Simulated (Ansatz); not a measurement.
## Optical constants of Mo

Method: DFT PBE, scalar-relativistic, plane waves, PAW (Ansatz 0.2.0). Plane waves to 420 eV; Γ-centred k mesh 20×20×20; Fermi-Dirac smearing of 0.15 eV. No spin polarisation.

Equilibrium structure at this level:
```xyz
1
Lattice="-1.5807 1.5807 1.5807 1.5807 -1.5807 1.5807 1.5807 1.5807 -1.5807" Properties=species:S:1:pos:R:3 pbc="T T T"
Mo    0.0000    0.0000    0.0000
```

In a metal these results depend on the k mesh and the smearing.

Independent-particle response (no local fields, no excitons) on a 30×30×30 mesh, broadened by 0.1 eV; the Drude term is undamped and its weight carries the smearing above, which sets much of it in a semimetal. The run couldn't bound its error over part or most of this range, so small peaks and near ties are unsure. Light polarised along z. ε₁ lacks the small share of bands above those solved.

Task: Tabulate n, κ, the reflectivity and the absorption coefficient against photon energy.

Result:
```csv
E (eV),n,κ,R,α (10⁵ cm⁻¹)
0.2,0.16,42.76,1.00,8.67
0.7,0.86,10.51,0.97,7.45
1.2,2.32,4.71,0.72,5.72
1.7,4.09,3.82,0.60,6.59
2.2,4.60,4.23,0.63,9.44
2.7,3.40,4.01,0.62,10.96
3.2,3.44,3.47,0.57,11.27
3.7,3.53,3.65,0.58,13.68
4.2,3.38,4.80,0.68,20.43
4.7,1.98,4.56,0.73,21.72
5.2,1.47,4.03,0.74,21.24
5.7,1.10,3.70,0.76,21.37
6.2,0.75,3.20,0.77,20.12
6.7,0.55,2.74,0.78,18.64
7.2,1.21,2.56,0.58,18.69
7.7,0.50,2.48,0.76,19.38
8.2,0.36,2.14,0.78,17.82
8.7,0.30,1.84,0.76,16.21
9.2,0.29,1.54,0.72,14.40
9.7,0.31,1.24,0.62,12.23
10.2,0.39,0.89,0.42,9.19
10.7,0.84,0.45,0.06,4.88
11.2,1.42,0.76,0.12,8.61
11.7,1.38,1.19,0.22,14.16
```

Task: Where is the highest local maximum of ε₂ between 0.3 and 12 eV?

Result: At 2.3 eV, where ε₂ = 39.1.

Cost: 1 run of about 0.5 core-minutes, on Intel Xeon Platinum 8488C (Sapphire Rapids) (shared hosts).